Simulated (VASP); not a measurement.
# In (P6_3/mmc) in VASP: further runs

Runs on In. Level: PBE. Tasks: single point.

All numbers are computed with VASP 6.6.1; they aren't measurements. Logs are shortened: lines on timing, memory, paths and dates and some standing lists are left out, and cuts for length are marked.

**1. The structure**

It takes space group P6_3/mmc (No. 194, hexagonal). Conventional cell: a = 3.335 Å, b = 3.335 Å, c = 5.509 Å, α = 90.00°, β = 90.00°, γ = 120.00°. Around In (site symmetry -6m2) lie 12 In at 3.34 to 3.36 Å.

This isn't the form of In at room conditions, which is tetragonal.

**2. Single point, PBE**

INCAR

```
  PREC = Accurate
  ENCUT = 500
  EDIFF = 1E-4
  ISMEAR = 1
  SIGMA = 0.2
  LREAL = False
  LASPH = True
  NELM = 100
  ALGO = Normal
  ISIF = 2
  LWAVE = False
  LCHARG = False
  GGA = PE
  NBANDS = 20
  ADDGRID = False
```

KPOINTS

```
regular mesh
0
Gamma
  11 11 6
```

POSCAR

```
In
1.0
    3.3354847820      0.0000000000      0.0000000000
   -1.6677423910      2.8886145552      0.0000000000
    0.0000000000      0.0000000000      5.5091429200
In
2
Direct
    0.6666666667      0.3333333333      0.7500000000
    0.3333333333      0.6666666667      0.2500000000
```

Potentials or basis: VASP PAW PBE potentials, release 64 (In_d).

Launch:

```
> cat potpaw_PBE.64/In_d/POTCAR > POTCAR
> mpirun -np 1 vasp_std > vasp.out
```

OUTCAR:

```text
PREC = Accurate
   ENCUT = 500
   EDIFF = 1E-4
   ISMEAR = 1
   LREAL = False
   LASPH = True
   NELM = 100
   ISIF = 2
   GGA = PE

 Found     64 irreducible k-points:

 Following reciprocal coordinates:
            Coordinates               Weight
  0.000000  0.000000  0.000000      1.000000
  0.090909  0.000000  0.000000      6.000000
  0.181818  0.000000  0.000000      6.000000
  0.272727  0.000000  0.000000      6.000000
  0.363636  0.000000  0.000000      6.000000
  0.454545 -0.000000  0.000000      6.000000
   k-points           NKPTS =     64   k-points in BZ     NKDIM =     64   number of bands    NBANDS=     20
   number of dos      NEDOS =    301   number of ions     NIONS =      2
   total plane-waves  NPLWV =  23040
   dimension x,y,z NGX =    24 NGY =   24 NGZ =   40
   dimension x,y,z NGXF=    48 NGYF=   48 NGZF=   80
   ions per type =               2
   NGX,Y,Z   is equivalent  to a cutoff of  11.96, 11.96, 12.07 a.u.
   NGXF,Y,Z  is equivalent  to a cutoff of  23.92, 23.92, 24.14 a.u.
 SYSTEM =  unknown system
   PREC   = accura    normal or accurate (medium, high low for compatibility)
   ISTART =      0    job   : 0-new  1-cont  2-samecut
   ICHARG =      2    charge: 1-file 2-atom 10-const
   ISPIN  =      1    spin polarized calculation?
   LNONCOLLINEAR =      F non collinear calculations
   LSORBIT =      F    spin-orbit coupling
   LASPH  =      T    aspherical Exc in radial PAW
   ENCUT  =  500.0 eV  36.75 Ry    6.06 a.u.   6.08  6.08 10.04*2*pi/ulx,y,z
   NELM   =    100;   NELMIN=  2; NELMDL= -5     # of ELM steps
   EDIFF  = 0.1E-03   stopping-criterion for ELM
   LREAL  =      F    real-space projection
   EDIFFG = 0.1E-02   stopping-criterion for IOM
   NSW    =      0    number of steps for IOM
   IBRION =     -1    ionic relax: 0-MD 1-quasi-New 2-CG
[... 14 lines left out ...]
     AMIX     =   0.40;   BMIX     =  1.00
     AMIX_MAG =   1.60;   BMIX_MAG =  1.00
  volume/ion in A,a.u.               =      26.54       179.10
  Fermi-wavevector in a.u.,A,eV,Ry     =   1.290491  2.438675 22.658704  1.665368
  Thomas-Fermi vector in A             =   2.422320
   LORBIT       =      0    0 simple, 1 ext, 2 COOP (PROOUT), +10 PAW based schemes
   GGA     = PE    functional components
[... 5 lines left out ...]
 non-spin polarized calculation
 Methfessel and Paxton  Order N= 1 SIGMA  =   0.20
  energy-cutoff  :      500.00
  volume of cell :       53.08
 maximum number of plane-waves:      1370
   NGX = 13   NGY = 13   NGZ = 21

 number of electron      25.9999972 magnetization

 Free energy of the ion-electron system (eV)
  ---------------------------------------------------
  ext. energy  EPLUGINS =         0.00000000
  ---------------------------------------------------
  free energy    TOTEN  =        -5.10715302 eV

  energy without entropy =       -5.10579588  energy(sigma->0) =       -5.10670064

 E-fermi :   7.3746     XC(G=0): -10.1856

 val. band max:        7.3712264676   @ k =   0.3636   0.0000   0.5000
 cond. band min:       7.3905382912   @ k =   0.2727   0.2727   0.0000
 fundamental gap:      0.0193118236
 Fermi energy:         7.3746382646

 k-point     1 :       0.0000    0.0000    0.0000
  band No.  band energies     occupation
      1      -7.3192      2.00000
      2      -7.2649      2.00000
      3      -7.2321      2.00000
      4      -7.2321      2.00000
      5      -7.2056      2.00000
      6      -7.2056      2.00000
[... 12 lines left out ...]
     19      18.2543      0.00000
     20      18.7324      0.00000

 k-point     2 :       0.0909    0.0000    0.0000
  band No.  band energies     occupation
      1      -7.3104      2.00000
      2      -7.2683      2.00000
      3      -7.2201      2.00000
      4      -7.2091      2.00000
      5      -7.2030      2.00000
      6      -7.1837      2.00000
[... 12 lines left out ...]
     19      18.4735      0.00000
     20      19.3947      0.00000

 k-point     3 :       0.1818    0.0000    0.0000
  band No.  band energies     occupation
      1      -7.3306      2.00000
      2      -7.2455      2.00000
      3      -7.2189      2.00000
      4      -7.1876      2.00000
      5      -7.1695      2.00000
      6      -7.1561      2.00000
[... 12 lines left out ...]
     19      17.7914      0.00000
     20      18.8819      0.00000

 k-point     4 :       0.2727    0.0000    0.0000
  band No.  band energies     occupation
      1      -7.3757      2.00000
      2      -7.2519      2.00000
      3      -7.2427      2.00000
      4      -7.1966      2.00000
      5      -7.1805      2.00000
      6      -7.0808      2.00000
[... 12 lines left out ...]
     19      16.8850      0.00000
     20      18.4768      0.00000

 k-point     5 :       0.3636    0.0000    0.0000
  band No.  band energies     occupation
      1      -7.4174      2.00000
      2      -7.2981      2.00000
      3      -7.2747      2.00000
      4      -7.2199      2.00000
      5      -7.1338      2.00000
      6      -7.1068      2.00000
[... 12 lines left out ...]
     19      16.1327      0.00000
     20      17.8954      0.00000

 k-point     6 :       0.4545   -0.0000    0.0000
  band No.  band energies     occupation
      1      -7.4419      2.00000
      2      -7.3323      2.00000
      3      -7.2896      2.00000
      4      -7.2331      2.00000
      5      -7.1259      2.00000
      6      -7.1067      2.00000
[... 12 lines left out ...]
     19      15.7280      0.00000
     20      17.5815      0.00000

 [... further k-points ...]

------------------------ aborting loop because EDIFF is reached ----------------------------------------

  FORCE on cell =-STRESS in cart. coord.  units (eV):
  Direction    XX          YY          ZZ          XY          YZ          ZX
  --------------------------------------------------------------------------------------
  -------------------------------------------------------------------------------------
  Total        0.5274323      0.5274323      0.2408376      0.0000000     -0.0000000      0.0000000
  in kB       15.9200593     15.9200593      7.2694607      0.0000000     -0.0000000      0.0000000
  external PRESSURE =      13.0365264 kB  Pullay stress =       0.0000000 kB

 VOLUME and BASIS-vectors are now :
 -----------------------------------------------------------------------------
  energy-cutoff  :      500.00
  volume of cell :       53.08
      direct lattice vectors                 reciprocal lattice vectors
     3.335484782  0.000000000  0.000000000     0.299806495  0.173093360  0.000000000
    -1.667742391  2.888614555  0.000000000     0.000000000  0.346186721  0.000000000
     0.000000000  0.000000000  5.509142920     0.000000000  0.000000000  0.181516438

 POSITION                                       TOTAL-FORCE (eV/Angst)
 -----------------------------------------------------------------------------------
      1.66774      0.96287      4.13186        -0.000000      0.000000      0.000000
     -0.00000      1.92574      1.37729         0.000000     -0.000000      0.000000
 -----------------------------------------------------------------------------------
    total drift:                                0.000000     -0.000000      0.000000

  FREE ENERGIE OF THE ION-ELECTRON SYSTEM (eV)
  ---------------------------------------------------
  free  energy   TOTEN  =        -5.1071530214 eV

  energy  without entropy=       -5.1057958771  energy(sigma->0) =       -5.10670064
```

Wall time 13 s (1 thread of Intel Xeon 6975P-C (Granite Rapids), shared host); peak memory 0.19 GiB.

The run converged, but some of its settings lie outside the range that counts as converged, so its numbers aren't taken as properties of the crystal.

Results:

```
Free energy            : -5.1072 eV
Pressure               : 1.3 GPa
Band gap on the k mesh : none (metal or under the smearing width)
```

**3. Single point, PBE**

INCAR, as its differences from that of step 2:

```diff
@@ -1,4 +1,4 @@
   PREC = Accurate
-  ENCUT = 500
-  EDIFF = 1E-4
+  ENCUT = 400
+  EDIFF = 1E-6
   ISMEAR = 1
```

KPOINTS

```
regular mesh
0
Gamma
  13 13 7
```

POSCAR is that of step 2.

Potentials or basis: VASP PAW PBE potentials, release 64 (In_d).

Launch:

```
> cat potpaw_PBE.64/In_d/POTCAR > POTCAR
> mpirun -np 1 vasp_std > vasp.out
```

Wall time 16 s (1 thread of Intel Xeon 6975P-C (Granite Rapids), shared host); peak memory 0.18 GiB.

The run converged, but some of its settings lie outside the range that counts as converged, so its numbers aren't taken as properties of the crystal.

Results:

```yaml
Free_energy: -5.0907 eV
Pressure: 1.6 GPa
Band_gap_on_the_k_mesh: none (metal or under the smearing width)
```

**4. Single point, PBE**

INCAR, as its differences from that of step 3:

```diff
@@ -1,3 +1,3 @@
   PREC = Accurate
-  ENCUT = 400
+  ENCUT = 600
   EDIFF = 1E-6
```

KPOINTS

```
regular mesh
0
Gamma
  11 11 6
```

POSCAR is that of step 3.

Launch:

```
> cat potpaw_PBE.64/In_d/POTCAR > POTCAR
> mpirun -np 1 vasp_std > vasp.out
```

Wall time 30 s (1 thread of Intel Xeon 6975P-C (Granite Rapids), shared host); peak memory 0.22 GiB.

These settings aren't checked as converged: the numbers below hold their error.

What came out:

```yaml
Free_energy: -5.1071 eV
Pressure: 1.6 GPa
Band_gap_on_the_k_mesh: none (metal or under the smearing width)
```

**5. Single point, PBE**

INCAR, as its differences from that of step 4:

```diff
@@ -1,3 +1,3 @@
   PREC = Accurate
-  ENCUT = 600
+  ENCUT = 500
   EDIFF = 1E-6
```

KPOINTS

```
regular mesh
0
Gamma
  13 13 7
```

POSCAR is that of step 4.

Launch:

```
> cat potpaw_PBE.64/In_d/POTCAR > POTCAR
> mpirun -np 1 vasp_std > vasp.out
```

Wall time 20 s (1 thread of Intel Xeon 6975P-C (Granite Rapids), shared host); peak memory 0.2 GiB.

The run converged, but some of its settings lie outside the range that counts as converged, so its numbers aren't taken as properties of the crystal.

Results:

```
Free energy            : -5.0906 eV
Pressure               : 1.6 GPa
Band gap on the k mesh : none (metal or under the smearing width)
```
